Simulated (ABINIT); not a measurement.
# Beyond one shot: BeTe (F-43m), part 3 of 3

Wanted: G0W0 and self-consistent gaps of BeTe (F-43m), with the cost of the cycles.

ABINIT 10.8.3; PBE and many-body steps on it, plane waves. Known limits of the many-body steps: not at the basis limit; exchange with frozen shells missing; no spin-orbit coupling; coarse k mesh.

So far. Step 11 (evGW, cycle 1): Against G0W0 in ABINIT (4×4×4 mesh, 128 bands, screening to 163.3 eV, Godby-Needs plasmon pole), the gap moves by +0.400 eV. Step 14 (evGW, cycle 2): Against the cycle before, the gap moves by +0.024 eV.

### 15. Screening, 4×4×4 mesh, 128 bands, screening to 163.3 eV

This step: RPA screening on PBE, plane waves, norm-conserving pseudopotentials.

The input, run.abi:

```
acell 3*1.0 Angstrom
rprim 
  -0.000000000000 2.831458787600 2.831458787600
  2.831458787600 0.000000000000 2.831458787600
  2.831458787600 2.831458787600 0.000000000000
ntypat 2
znucl 4 52
natom 2
typat 1 2
xred 
  0.000000000000 0.000000000000 0.000000000000
  0.750000000000 0.750000000000 0.750000000000
pp_dirpath "pseudos"
pseudos "Be.upf, Te.upf"
ecut 38
ngkpt 4 4 4
nshiftk 1
shiftk 0 0 0
kptopt 1
chksymbreak 0
istwfk *1
occopt 1
irdwfk 1
optdriver 3
nband 128
ecuteps 6
inclvkb 2
awtr 1
symchi 1
gwcalctyp 10
mbpt_sciss 1.894 eV
nqptdm 1
qptdm 
  0 0 0
indata_prefix "in"
outdata_prefix "out"
tmpdata_prefix "tmp"
```

The run is started by

```bash
OMP_NUM_THREADS=1 mpirun -n 8 abinit run.abi > log
```

The program printed:

```text
.Version 10.8.3 of ABINIT. v10.8.2 released Aug 2026.

 Symmetries : space group F-4 3 m (#216); Bravais cF (face-center cubic)
[... echo of the input left out ...]
== DATASET  1 ==================================================================
-   mpi_nproc: 8, omp_nthreads: 1 (-1 if OMP is not activated)

--- !DatasetInfo
iteration_state: {dtset: 1, }
dimensions: {natom: 2, nkpt: 8, mband: 128, nsppol: 1, nspinor: 1, nspden: 1, mpw: 3479, }
cutoff_energies: {ecut:  38.0, pawecutdg:  -1.0, }
[...]
[... chi0 elements left out ...]
 For q-point:  0.000010 0.000020 0.000030
  dielectric constant =   6.8817
  dielectric constant without local fields =   7.6767

  Average fulfillment of the sum rule on Im[epsilon] for q-point    1 :     95.52  [%]
[... wings left out ...]
== END DATASET(S) ==============================================================
================================================================================

 -outvars: echo values of variables after computation  --------
           etotal      0.0000000000E+00
            nband         128
             nkpt           8
          spgroup         216
 [... the other variables as echoed above ...]

 Calculation completed.
```

The job ended after 3.2 s (8 MPI ranks of Arm Neoverse V2, shared host; peak memory 1.4 GiB).

Numbers from this step:

- ε∞ with local fields, on this mesh, along the program's q direction: 6.882
- the same without local fields: 7.677
- plasma frequency: 24.65 eV
- plane waves in the screening matrix: 181

This screening uses the functional's bands under a rigid shift, the mean opening of the cycle before.

### 16. Screening, 4×4×4 mesh, 128 bands, screening to 163.3 eV

This step: RPA screening on PBE from quasiparticle energies, plane waves, norm-conserving pseudopotentials.

Edit run.abi of step 15 so:

```diff
@@ -29,7 +29,13 @@
 symchi 1
+irdqps 1
 gwcalctyp 10
-mbpt_sciss 1.894 eV
-nqptdm 1
+nqptdm 7
 qptdm 
-  0 0 0
+  0.2500000000 0.0000000000 0.0000000000
+  0.5000000000 0.0000000000 0.0000000000
+  0.2500000000 0.2500000000 0.0000000000
+  0.5000000000 0.2500000000 0.0000000000
+  -0.2500000000 0.2500000000 0.0000000000
+  0.5000000000 0.5000000000 0.0000000000
+  -0.2500000000 0.5000000000 0.2500000000
 indata_prefix "in"
```

The input, mrgscr.stdin:

```
2
merged
q0_SCR
out_SCR
1
```

The run is started by

```bash
OMP_NUM_THREADS=1 mpirun -n 8 abinit run.abi > log; mrgscr < mrgscr.stdin
```

The program printed:

```text
.Version 10.8.3 of ABINIT. v10.8.2 released Aug 2026.

 Symmetries : space group F-4 3 m (#216); Bravais cF (face-center cubic)
[... echo of the input left out ...]
== DATASET  1 ==================================================================
-   mpi_nproc: 8, omp_nthreads: 1 (-1 if OMP is not activated)

--- !DatasetInfo
iteration_state: {dtset: 1, }
dimensions: {natom: 2, nkpt: 8, mband: 128, nsppol: 1, nspinor: 1, nspden: 1, mpw: 3479, }
cutoff_energies: {ecut:  38.0, pawecutdg:  -1.0, }
[...]
q-point number  1        q = ( 0.250000, 0.000000, 0.000000) [r.l.u.]
--------------------------------------------------------------------------------
[... chi0 elements left out ...]
  Average fulfillment of the sum rule on Im[epsilon] for q-point    2 :    118.66  [%]

--------------------------------------------------------------------------------
  q-point number  2        q = ( 0.500000, 0.000000, 0.000000) [r.l.u.]
--------------------------------------------------------------------------------
[... chi0 elements left out ...]
  Average fulfillment of the sum rule on Im[epsilon] for q-point    3 :    106.84  [%]

 [... 5 further q-points ...]
```

The job ended after 11 s (8 MPI ranks; peak memory 1.3 GiB).

This step gave:

- plasma frequency: 24.65 eV
- plane waves in the screening matrix: 181

This screening reads the quasiparticle levels of the cycle before.

### 17. evGW, cycle 3

This step: evGW on PBE, plane waves, norm-conserving pseudopotentials.

Edit run.abi of step 16 so:

```diff
@@ -23,12 +23,10 @@
 irdwfk 1
-optdriver 3
+optdriver 4
 nband 128
-ecuteps 6
-inclvkb 2
-awtr 1
-symchi 1
-irdqps 1
 gwcalctyp 10
-nqptdm 7
-qptdm 
+ecutsigx 38
+symsigma 1
+nkptgw 8
+kptgw 
+  0.0000000000 0.0000000000 0.0000000000
   0.2500000000 0.0000000000 0.0000000000
@@ -40,2 +38,15 @@
   -0.2500000000 0.5000000000 0.2500000000
+bdgw 
+  1 14
+  1 14
+  1 14
+  1 14
+  1 14
+  1 14
+  1 14
+  1 14
+ecuteps 6
+irdscr 1
+ppmodel 1
+irdqps 1
 indata_prefix "in"
```

The run is started by

```bash
OMP_NUM_THREADS=1 mpirun -n 8 abinit run.abi > log
```

The program printed:

```text
.Version 10.8.3 of ABINIT. v10.8.2 released Aug 2026.

 Symmetries : space group F-4 3 m (#216); Bravais cF (face-center cubic)
[... echo of the input left out ...]
== DATASET  1 ==================================================================
-   mpi_nproc: 8, omp_nthreads: 1 (-1 if OMP is not activated)

--- !DatasetInfo
iteration_state: {dtset: 1, }
dimensions: {natom: 2, nkpt: 8, mband: 128, nsppol: 1, nspinor: 1, nspden: 1, mpw: 3479, }
cutoff_energies: {ecut:  38.0, pawecutdg:  -1.0, }
[...]
.  kptgw no:  3; Maximum DeltaE = (   0.151   0.032) for band index:  3
[...]
.  kptgw no:  7; Maximum DeltaE = (  -0.245   0.113) for band index:  6
.  kptgw no:  8; Maximum DeltaE = (  -0.061   0.258) for band index:  3

== END DATASET(S) ==============================================================
================================================================================

 -outvars: echo values of variables after computation  --------
           etotal      0.0000000000E+00
            nband         128
             nkpt           8
          spgroup         216
 [... the other variables as echoed above ...]

 Calculation completed.
```

Run time: 58 s. Hardware: 8 MPI ranks; peak memory 2.5 GiB.

Numbers from this step:

```yaml
quasiparticle_gap_on_the_mesh: 3.787 eV
gap_of_the_density_functional_on_the_mesh: 2.028 eV
k_of_the_valence_top: 0, 0, 0
k_of_the_conduction_bottom: 0.5, 0.5, 0
least_direct_quasiparticle_gap_on_the_computed_points: 5.596 eV
```

Against the cycle before, the gap moves by +0.001 eV.

### 18. The runs together

Times are wall times on 8 MPI ranks of Arm Neoverse V2, shared host, good to a factor of about two. A run's time includes the screening step that it read.

| run | mesh | bands | screening cutoff (eV) | DFT gap (eV) | gap on the mesh (eV) | direct (eV) | ε∞ used | time |
| --- | --- | --- | --- | --- | --- | --- | --- | --- |
| G0W0 | 4×4×4 | 128 | 163.3 | 2.028 | 3.362 | 5.269 | 8.98 | 17 s |
| evGW0, cycle 1 | 4×4×4 | 128 | 163.3 | 2.028 | 3.691 | 5.498 | 8.98 | 70 s |
| evGW0, cycle 2 | 4×4×4 | 128 | 163.3 | 2.028 | 3.524 | 5.317 | 8.98 | 71 s |
| evGW0, cycle 3 | 4×4×4 | 128 | 163.3 | 2.028 | 3.541 | 5.336 | 8.98 | 70 s |
| evGW0, cycle 4 | 4×4×4 | 128 | 163.3 | 2.028 | 3.538 | 5.333 | 8.98 | 70 s |
| evGW, cycle 1 | 4×4×4 | 128 | 163.3 | 2.028 | 3.762 | 5.573 | 7.12 | 73 s |
| evGW, cycle 2 | 4×4×4 | 128 | 163.3 | 2.028 | 3.786 | 5.594 | 6.90 | 71 s |
| evGW, cycle 3 | 4×4×4 | 128 | 163.3 | 2.028 | 3.787 | 5.596 | 6.88 | 72 s |

### 19. Outcome

- G0W0: 3.362 eV
- evGW0, cycle 1: 3.691 eV
- evGW0, cycle 2: 3.524 eV
- evGW0, cycle 3: 3.541 eV
- evGW0, cycle 4: 3.538 eV
- evGW, cycle 1: 3.762 eV
- evGW, cycle 2: 3.786 eV
- evGW, cycle 3: 3.787 eV
- known limits: not at the basis limit; exchange with frozen shells missing; no spin-orbit coupling; coarse k mesh

In words: Only the bands that the input lists are updated; the others, empty or deep, keep the functional's energies or take a rigid shift. The evGW loop starts from the last levels of evGW0, so its cycles and time come on top of those. evGW0 ends at 3.54 eV, +0.18 eV from G0W0, after 4 cycles that took 3.8 min beside the first screening; the last moved the gap by 0.003 eV. evGW ends at 3.79 eV, +0.42 eV from G0W0, after 3 cycles that took 3.6 min beside the first screening; the last moved the gap by 0.001 eV. The first cycle of evGW0 takes the full correction, without the factor Z, so it overshoots the one-shot value. Against experiment, by evGW, cycle 3: the gap of 3.79 eV lies +1.09 eV from the measured 2.7 eV (indirect, quoted 1997); the gap of 3.79 eV lies +0.99 eV from the measured 2.8 eV (indirect, quoted 1997). These are gaps on the mesh, at modest bands and cutoff. The calculation has static nuclei and no excitons; a measured gap holds zero-point and thermal motion, which mostly lowers it. Bands and cutoff are finite, so the gap is not at the basis limit. The miss can reach some tenths of an eV and take either sign; the mesh is an error of its own. The 4×4×4 mesh is coarse for this cell, which bears on the long-range parts of exchange and screening. The norm-conserving file of at least one element keeps a d shell over frozen s and p shells of the same row. Exchange with those shells is missing from the self-energy, an error of 0.3 to 0.9 eV in cases checked, whose sign depends on which edge lies on those atoms. In the updated screening the q = 0 part is built from Kohn-Sham bands under a rigid shift, the other q from the quasiparticle levels. The many-body steps are scalar-relativistic: spin-orbit coupling is not in them.

[Paths, hosts, dates, memory and timing lines, banners, echoed tables and standing remarks are left out of the program output.]

[Logs are printed without paths, hosts, clocks, repeated set-up lines and the standing remarks that a program may print on its own settings, such as how far it seeks lower states.]

[Runs of the session that timed out or met a known fault of the program may be left out.]

[Hosts, paths, dates, database ids (printed as entryN), source tags and the programs' standing remarks are cut or masked in the printed files.]

[G0W0 gaps are taken among the corrected bands and points alone; a level outside them can change the order at an edge.]

[Where Ansatz stands beside ABINIT at settings called matched, ABINIT's density can come from a denser mesh and the files from another edition; pairs whose starting gaps differed by over 0.03 eV were left out, so agreement reads better than it is.]
